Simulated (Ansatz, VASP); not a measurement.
Two plane-wave programs on BAs

```
B As
1.0
     0.00000    2.41579    2.41579
     2.41579    0.00000    2.41579
     2.41579    2.41579    0.00000
B As
1 1
Direct
  0.00000 0.00000 0.00000
  0.25000 0.25000 0.25000
```

Change from the starting cell: hydrostatic strain +1.0%.

Alike in both runs: task single point; functional r2SCAN; k mesh 10 × 10 × 10; no spin polarisation.

```csv
,VASP,Ansatz
version,VASP 6.6.1,Ansatz 0.2.0
potentials or method,"VASP PAW PBE potentials, release 64 (B, As)","plane waves, PAW"
plane-wave cutoff (eV),520,500
occupations,"gaussian, width 0.01 eV",fixed
valence electrons in the cell,8,18
```

|  | VASP | Ansatz | Ansatz less VASP |
| --- | --- | --- | --- |
| gap on the k mesh at the Fermi level (eV) | 1.41 | 1.40 | -0.001 |
| pressure (GPa) | -3.8 | -3.9 | -0.18 |

The two sets of potentials don't hold the same shells in valence.

Caveats: the PAW data sets were made with another functional, which shifts forces and pressure a little (VASP). A k mesh can miss the band edges.
